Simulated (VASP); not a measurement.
Here is the system:

```yaml
crystal:
  lattice:
    - [0.00000, 2.53423, 2.53423]
    - [2.53423, 0.00000, 2.53423]
    - [2.53423, 2.53423, 0.00000]
  atoms:
    - { symbol: Zr, position: [0.00000, 0.00000, 0.00000] }
    - { symbol: O, position: [0.25000, 0.25000, 0.25000] }
    - { symbol: O, position: [0.75000, 0.75000, 0.75000] }
```

Method: PBEsol GGA, VASP's PBE PAW potentials (set 64) (plane waves; VASP). Numerical set-up: 520 eV cut-off, 8×8×8 Γ-centred mesh, Gaussian smearing of 0.010 eV, potentials Zr_sv O.

**Question.** Give the electronic dielectric tensor ε∞ (DFPT, local fields included).

**Answer.** 
```
5.85  0.00  0.00
0.00  5.85  0.00
0.00  0.00  5.85
```

**Question.** Give the Born effective charges.

**Answer.** 
```tsv
atom	Z*xx	Z*yy	Z*zz	mean
Zr1	5.75	5.75	5.75	5.75
O2	-2.87	-2.87	-2.87	-2.87
O3	-2.87	-2.87	-2.87	-2.87
```

The structure comes from a measured ZrO2 entry (Fm-3m) of the Crystallography Open Database, whose conditions weren't checked. It was relaxed first.
